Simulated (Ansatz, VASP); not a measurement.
**BN: VASP beside Ansatz**

One calculation is typed for both programs; each brings its own data sets and cutoff. How far apart do they land? Other levels of theory on this material are compared in a session of their own.

Main program and level: Ansatz 0.2.0; plane waves, with VASP 6.6.1 beside it; single point at PBE.

The database entry behind the starting cell has ideal inner coordinates that were not refined, so it need not match the best structure at ambient conditions.

### 1. The starting structure

It takes space group P6_3mc (No. 186, hexagonal). The conventional cell has a = 2.536 Å, b = 2.536 Å, c = 4.199 Å, α = 90.00°, β = 90.00°, γ = 120.00°. Nearest to N lie 4 B at 1.56 to 1.57 Å. Nearest to B lie 4 N at 1.56 to 1.57 Å. Farther neighbours and most contacts between anions are not listed.

### 2. Ansatz: single point, PBE

Ansatz runs on its default PAW (the set named soft_2) files.

A single point gives forces, pressure and levels at one fixed geometry, so differences don't come from the geometry; what else differs is listed under the comparison.

input.yaml reads:

```yaml
crystal:
  lattice:
    - [2.536, 0.0, 0.0]
    - [-1.268, 2.196240424, 0.0]
    - [0.0, 0.0, 4.199]
  atoms:
    - { symbol: "N", position: [0.3333333333, 0.6666666667, 0.875] }
    - { symbol: "N", position: [0.6666666667, 0.3333333333, 0.375] }
    - { symbol: B, position: [0.3333333333, 0.6666666667, 0.5] }
    - { symbol: B, position: [0.6666666667, 0.3333333333, 0.0] }
hamiltonian:
  xc: pbe
  pseudopotentials: { kind: paw }
kpoints:
  mp_grid: { grid: [10, 10, 5] }
scf:
  occupations: { method: gaussian, width: 0.05 }
  n_extra_bands: 5
output:
  forces: true
  stress: true
  eigenvalues: true
```

Run with:

```bash
> ansatz run input.yaml --threads 2 --pin off --max-ram 4608MiB --backend cpu --events-out ev --progress --plain --runs-dir out
```

Numbers of over 12 decimals in the logs are rounded to 6 here.

Output:

```text
scf.n_extra_bands = 5 over 8 filled bands (N_el = 16.0): the run solves 13 bands
Engine: ansatz 0.2.0, aarch64-unknown-linux-gnu
Pseudopotentials: kind: paw
Pseudopotential: N, paw, valence charge 5, recommended cutoff 420 eV (normal), N.paw.azcp
Pseudopotential: B, paw, valence charge 3, recommended cutoff 420 eV (normal), B.paw.azcp
Functional definition: PBE
  parameter kappa = 0.804
  parameter beta = 0.066725
  exchange = pbe_x(kappa = kappa, mu = beta*pi^2/3)
  correlation = pbe_c(beta = beta)
Crystal: 4 atoms, lattice volume = 23.387 Å³
Basis set: ecut = 420 eV, 465 PW (Γ), exchange–correlation on 36×36×60 points (8 copies of the dense FFT grid, shifted against one another)
Bands: 13, of which v1, the nominal top of the filled ones, is band 8 counted from 1 (7 counted from 0)
Symmetry: 12 space group operations
Space group: P63mc (ITA 186), of the structure as read, at distance tolerance 2.9e-5 Å
k-points: 42 of 500 (time reversal used)
Non-local potential: N, projectors of the file, l = 0: 2, l = 1: 2, l = 2: 1
Non-local potential: B, projectors of the file, l = 0: 2, l = 1: 2, l = 2: 1
PAW form: soft (Blöchl's): semilocal exchange-correlation on the pseudo side does not see the compensation charge
PAW one-centre angular grid: N, 110 points (default); XC on 64 Gauss nodes
PAW one-centre angular grid: B, 110 points (default); XC on 64 Gauss nodes
Initial density: superposition of atomic densities (neutral atoms: chi_scale 0, normalization atom), corrected by the library's trained network
Initial wavefunctions: pseudopotential atomic-orbital guess
Functional: x = pbe(κ = 0.804, μ = 0.219515), c = pbe(β = 0.066725)
SCF iter   1: F=—  HF=-1084.470346 eV  |F-HF|=—  |Δ(HF+E_count)|=         —  Δρ=3.00e-3  dr2=1.08e-3  ethr=1.77e-3  ⟨swp⟩=5.6  Hψ=2856  notcnv=0
preconditioner: auto → none  [insulator: Δε(μ)=5.397 eV  Ē_g=18.374 eV  σ=0.050 eV  W_gap=1.00  n_scr=2 (ndim 8)  ℏωp=30.7 eV  f_vac=0.000  D(μ)=0.00/eV (n_scr^D=0)  ε∞_Penn≈3.8]
SCF iter   2: F=—  HF=-1084.470546 eV  |F-HF|=—  |Δ(HF+E_count)|=   2.00e-4  Δρ=1.06e-3  dr2=1.31e-4  ethr=6.73e-6  ⟨swp⟩=2.4  Hψ=1194  notcnv=0
SCF iter   3: F=—  HF=-1084.470667 eV  |F-HF|=—  |Δ(HF+E_count)|=   1.21e-4  Δρ=5.21e-4  dr2=1.89e-5  ethr=8.16e-7  ⟨swp⟩=2.9  Hψ=918  notcnv=0
SCF iter   4: F=—  HF=-1084.470718 eV  |F-HF|=—  |Δ(HF+E_count)|=   5.08e-5  Δρ=1.75e-4  dr2=2.33e-6  ethr=1.18e-7  ⟨swp⟩=2.5  Hψ=795  notcnv=0
iter 5 did not close the SCF: its close was put off for the readings that it lacked (scf_convergence_deferred on its scf_iter line)
SCF iter   5: F=-1084.470725 eV  HF=-1084.470725 eV  |F-HF|=1.98e-7  |Δ(HF+E_count)|=   6.56e-6  Δρ=3.02e-5  dr2=6.71e-8  ethr=1.46e-8  ⟨swp⟩=2.1  Hψ=796  notcnv=0
SCF iter   6: F=-1084.470725 eV  HF=-1084.470725 eV  |F-HF|=1.59e-9  |Δ(HF+E_count)|=   2.15e-7  Δρ=2.88e-6  dr2=6.43e-10  ethr=4.20e-10  ⟨swp⟩=5.0  Hψ=2391  notcnv=0
SCF 1 converged in 6 iterations: F = -1084.470725 eV  dr2 = 6.43e-10
  greatest PAW one-centre occupation: 0.789 electrons in one spin orbital (limit 2), on the N atom at site 1 (counted from 0), in its partial waves of l = 0
SCF converged after 6 iterations
Free energy (F): -1084.470725 eV
Harris-Foulkes:  -1084.470725 eV  (|F-HF|=1.59e-9)
Internal energy: -1084.470725 eV  (E = F + TS)
E sigma→0 (E₀):  -1084.470725 eV
Fermi energy:    14.201206 eV
--- Per-component energies (eV) ---
  E_band       = 54.695559
  E_kinetic    = 372.609080
  E_local      = -350.528089  (includes V_loc(G=0)·N_el)
  E_nonlocal   = 113.398845
  E_hartree    = 98.592054
  E_xc         = -187.254776
  E_vxc        = -232.937679  (∫ρ·V_xc dr)
  E_paw        = -413.031672  (= ΣΔE_a)
  E_vpaw       = -45.030895  (= ΣTr[D̂ρ^β])
  E_aug_tail   = 0.000204  (compensation charges beyond the density's cutoff)
  E_ewald      = -718.256371
  E_smearing   = -0.000000  (= −TS)
  E_closure    = 0.000000  (closes the sum)
  Σ components = -1084.470725   (vs F -1084.470725, Δ=0.00e0)
--- Forces (eV/Å), atoms counted from 1 ---
  atom   1  N     -0.00000000     0.00000000    -0.05546325
  atom   2  N      0.00000000    -0.00000000    -0.05546325
  atom   3  B      0.00000000    -0.00000000     0.05546625
  atom   4  B      0.00000000     0.00000000     0.05546625
  max |Σ_I F_I| component: 6.00e-6 eV/Å
--- Stress (GPa, compression-positive) ---
        8.355803       0.000000      -0.000000
        0.000000       8.355803       0.000000
        0.000000       0.000000       7.213118
  P = ⅓ Tr σ = 7.9749 GPa (79.749 kbar)
--- Band table (eV; the first three rows and the last of 42) ---
  k-point 0: bands = [... 4 lower, 9.3605, 11.2472, 11.4939, 11.4939, 19.9482, 19.9482, 20.1246, 21.1760, ... 1 higher]
  k-point 1: bands = [... 4 lower, 9.5296, 9.9835, 11.2437, 11.2437, 20.2336, 20.2336, 20.6221, 21.1647, ... 1 higher]
  k-point 2: bands = [... 4 lower, 9.9999, 9.9999, 10.6480, 10.6480, 21.0033, 21.0033, 21.0458, 21.1358, ... 1 higher]
  k-point 41: bands = [... 4 lower, 3.6678, 4.5924, 8.0062, 8.4367, 20.1619, 20.8297, 21.6311, 23.2232, ... 1 higher]
```

The job ended after 0.87 s (2 threads of Arm Neoverse V2, shared host; peak memory 0.27 GiB; 1.4 s of CPU time).

The column dr2 measures how far the density is from self-consistency, as an energy; F and HF (Harris–Foulkes) agree once it is small.

The run ends at a pressure of 7.97 GPa, with forces up to 0.055 eV/Å.

### 3. VASP: single point, PBE

The same cell, functional, mesh and smearing now go to VASP, with its own data sets and cutoff.

Lines of VASP's logs that name or quote its potential files are left out, and so is its time.

INCAR reads:

```
SYSTEM = BN
PREC = Accurate
ENCUT = 520
EDIFF = 1E-07
NELM = 100
ISMEAR = 0
SIGMA = 0.05
LREAL = .FALSE.
ALGO = Normal
GGA = PE
NBANDS = 14
LORBIT = 11
LWAVE = .FALSE.
LCHARG = .FALSE.
KPAR = 4
```

POSCAR reads:

```
BN
1.0
    2.5360000000      0.0000000000      0.0000000000
   -1.2680000000      2.1962404240      0.0000000000
    0.0000000000      0.0000000000      4.1990000000
N B
2 2
Direct
    0.3333333333      0.6666666667      0.8750000000
    0.6666666667      0.3333333333      0.3750000000
    0.3333333333      0.6666666667      0.5000000000
    0.6666666667      0.3333333333      0.0000000000
```

KPOINTS reads:

```
Automatic mesh
0
Gamma
10 10 5
0 0 0
```

The projector-augmented-wave data sets are N and B (PBE family, release 64).

Run with:

```bash
> mpirun -np 4 vasp_std
```

Output:

```text
[banner, memory and clock lines left out]
running    4 mpi-ranks, on    1 nodes
 distrk:  each k-point on    1 cores,    4 groups
 distr:  one band on    1 cores,    1 groups

 POSCAR found type information on POSCAR N B
 POSCAR found :  2 types and       4 ions
 LDA part: xc-table for (Slater+PW92), standard interpolation
 POSCAR, INCAR and KPOINTS ok, starting setup
 FFT: planning ... GRIDC
 FFT: planning ... GRID_SOFT
 FFT: planning ... GRID
 WAVECAR not read
 entering main loop
       N       E                     dE             d eps       ncg     rms          rms(c)
DAV:   1     0.400935038142E+02    0.40094E+02   -0.85565E+03  1176   0.112E+03
DAV:   2    -0.343948749575E+02   -0.74488E+02   -0.69984E+02  1594   0.247E+02
DAV:   3    -0.367865499000E+02   -0.23917E+01   -0.23833E+01  1638   0.424E+01
DAV:   4    -0.367963165644E+02   -0.97667E-02   -0.97660E-02  1242   0.291E+00
DAV:   5    -0.367963857607E+02   -0.69196E-04   -0.69195E-04  1602   0.223E-01    0.958E+00
DAV:   6    -0.349959758677E+02    0.18004E+01   -0.35755E+00  1482   0.156E+01    0.459E+00
DAV:   7    -0.348489984642E+02    0.14698E+00   -0.28327E-01  1380   0.462E+00    0.276E+00
DAV:   8    -0.348197355615E+02    0.29263E-01   -0.63984E-02  1308   0.219E+00    0.244E-01
DAV:   9    -0.348186868400E+02    0.10487E-02   -0.22622E-03  1560   0.507E-01    0.132E-01
DAV:  10    -0.348189397985E+02   -0.25296E-03   -0.40776E-04  1374   0.178E-01    0.261E-02
DAV:  11    -0.348189456334E+02   -0.58349E-05   -0.50948E-05  1530   0.626E-02    0.142E-02
DAV:  12    -0.348189467584E+02   -0.11249E-05   -0.71609E-06  1470   0.261E-02    0.203E-03
DAV:  13    -0.348189468784E+02   -0.12010E-06   -0.19945E-07  1252   0.491E-03    0.873E-04
DAV:  14    -0.348189468904E+02   -0.11910E-07   -0.12387E-08   744   0.134E-03
   1 F= -.34818947E+02 E0= -.34818947E+02  d E =-.306911E-17
```

Parts of OUTCAR (step 3):

```text
ion  position               nearest neighbor table
   1  0.333  0.667  0.875-   4 1.56   4 1.56   4 1.56   3 1.57
   2  0.667  0.333  0.375-   3 1.56   3 1.56   3 1.56   4 1.57
   3  0.333  0.667  0.500-   2 1.56   2 1.56   2 1.56   1 1.57
   4  0.667  0.333  0.000-   1 1.56   1 1.56   1 1.56   2 1.57

  LATTYP: Found a hexagonal cell.
 ALAT       =     2.5360000000
 C/A-ratio  =     1.6557570978

 Subroutine GETGRP returns: Found 12 space group operations
 (whereof  6 operations were pure point group operations)

The static configuration has the point symmetry C_3v.
 The point group associated with its full space group is C_6v.

 Found     42 irreducible k-points:

   k-points           NKPTS =     42   k-points in BZ     NKDIM =     42   number of bands    NBANDS=     14

   dimension x,y,z NGX =    20 NGY =   20 NGZ =   32
   dimension x,y,z NGXF=    40 NGYF=   40 NGZF=   64

   ENCUT  =  520.0 eV  38.22 Ry    6.18 a.u.   4.72  4.72  7.81*2*pi/ulx,y,z

   NELECT =      16.0000    total number of electrons

 k-points in reciprocal lattice and weights: Automatic mesh
   0.00000000  0.00000000  0.00000000       0.002
   0.10000000  0.00000000  0.00000000       0.012
   0.20000000  0.00000000  0.00000000       0.012
   0.30000000  0.00000000  0.00000000       0.012
   0.40000000  0.00000000  0.00000000       0.012
   0.50000000  0.00000000  0.00000000       0.006
   0.10000000  0.10000000  0.00000000       0.012
   0.20000000  0.10000000  0.00000000       0.024
   0.30000000  0.10000000  0.00000000       0.024
[...]
0.40000000  0.20000000  0.40000000       0.024
   0.30000000  0.30000000  0.40000000       0.024

 average (electrostatic) potential at core
       1 -60.2689       2 -60.2689       3 -24.3387       4 -24.3387

 E-fermi :   7.9601

 k-point     1 :       0.0000    0.0000    0.0000
  band No.  band energies     occupation
    ...
      4       5.5466      2.00000
      5       5.5466      2.00000
      6       7.4309      2.00000
      7       7.6806      2.00000
      8       7.6806      2.00000
      9      16.1215      0.00000
     10      16.1215      0.00000
     11      16.3032      0.00000
     12      17.3703      0.00000
     13      18.6476      0.00000
    ...

 k-point     2 :       0.1000    0.0000    0.0000
  band No.  band energies     occupation
    ...
      4       4.5694      2.00000
      5       5.1460      2.00000
      6       6.8711      2.00000
      7       7.2142      2.00000
      8       7.4509      2.00000
      9      15.7988      0.00000
     10      16.5563      0.00000
     11      16.6390      0.00000
     12      18.0509      0.00000
     13      19.2468      0.00000
    ...

 k-point     3 :       0.2000    0.0000    0.0000
  band No.  band energies     occupation
    ...
      4       2.3829      2.00000
      5       4.2833      2.00000
      6       4.9881      2.00000
      7       6.5619      2.00000
      8       6.8597      2.00000
      9      15.2975      0.00000
     10      17.0685      0.00000
     11      17.4763      0.00000
     12      18.7690      0.00000
     13      19.9667      0.00000
    ...

  Total        1.2695247      1.2695247      1.0845424      0.0000000      0.0000000     -0.0000000
  in kB       86.9714525     86.9714525     74.2988508      0.0000000      0.0000000     -0.0000000
  external PRESSURE =      82.7472519 kB  Pullay stress =       0.0000000 kB

  energy-cutoff  :      520.00
  volume of cell :       23.39
      direct lattice vectors                 reciprocal lattice vectors
     2.536000000  0.000000000  0.000000000     0.394321767  0.227661778  0.000000000
    -1.268000000  2.196240424  0.000000000     0.000000000  0.455323556  0.000000000
     0.000000000  0.000000000  4.199000000     0.000000000  0.000000000  0.238151941

 POSITION                                       TOTAL-FORCE (eV/Angst)
 -----------------------------------------------------------------------------------
     -0.00000      1.46416      3.67413        -0.000000      0.000000     -0.059056
      1.26800      0.73208      1.57462         0.000000     -0.000000     -0.059056
     -0.00000      1.46416      2.09950         0.000000      0.000000      0.059056
      1.26800      0.73208      0.00000         0.000000     -0.000000      0.059056
 -----------------------------------------------------------------------------------
    total drift:                               -0.000000      0.000000     -0.000061

  FREE ENERGIE OF THE ION-ELECTRON SYSTEM (eV)
  ---------------------------------------------------
  free  energy   TOTEN  =       -34.8189468904 eV

  energy  without entropy=      -34.8189468904  energy(sigma->0) =      -34.81894689

 total charge
# of ion       s       p       d       tot
------------------------------------------
    1        1.216   2.773   0.000   3.990
    2        1.216   2.773   0.000   3.990
    3        0.681   1.373   0.000   2.053
    4        0.681   1.373   0.000   2.053
--------------------------------------------------
tot          3.794   8.291   0.000  12.086

[... 3 further parts left out ...]
```

The run ends at a pressure of 8.27 GPa, with forces up to 0.059 eV/Å.

### 4. Comparison

Known differences besides the potentials themselves: the cutoff is 420 eV in Ansatz and 520 eV in VASP; VASP leaves aspherical gradient terms in its spheres out (LASPH is not set), Ansatz keeps them. Total energies have different zeros and are not compared.

Both answers:

| quantity | Ansatz | VASP | difference |
| --- | --- | --- | --- |
| pressure (GPa) | 7.97 | 8.27 | -0.30 |
| pressure without Ansatz's Pulay correction (GPa) | 6.90 | 8.27 | -1.37 |
| gap on the k mesh (eV) | 5.415 | 5.397 | +0.018 |

Forces (eV/Å; atoms numbered as in POSCAR):

| atom | Ansatz x, y, z | VASP x, y, z |
| --- | --- | --- |
| N1 | 0.000, 0.000, -0.055 | 0.000, 0.000, -0.059 |
| N2 | 0.000, 0.000, -0.055 | 0.000, 0.000, -0.059 |
| B3 | 0.000, 0.000, 0.055 | 0.000, 0.000, 0.059 |
| B4 | 0.000, 0.000, 0.055 | 0.000, 0.000, 0.059 |

The forces differ by 2.1 meV/Å r.m.s., which is 6.1 % of the r.m.s. force of 0.03 eV/Å (both taken over all components). A gap on the mesh is an upper bound, since the band edges may lie between its points. Ansatz's pressure holds a Pulay correction of 1.07 GPa; VASP's holds none.

### 5. Results

| Item | Value |
| --- | --- |
| r.m.s. force difference (single point, PBE) | 2.1 meV/Å |

**Reading.** The r.m.s. force difference is 2.1 meV/Å (single point, PBE), within the 12 meV/Å picked in this series as the mark of a large difference. 11 further runs of this series are not shown here. How closely two codes agree says nothing of how well the functional describes the real material.

[Lines on the potential files, build, host, timing and source positions are cut from VASP's logs without a mark.]

[Logs are printed without paths, hosts, clocks, repeated set-up lines and the standing remarks that a program may print on its own settings, such as how far it seeks lower states.]

[Hosts, paths, dates, database ids (printed as entryN), source tags and the programs' standing remarks are cut or masked in the printed files.]
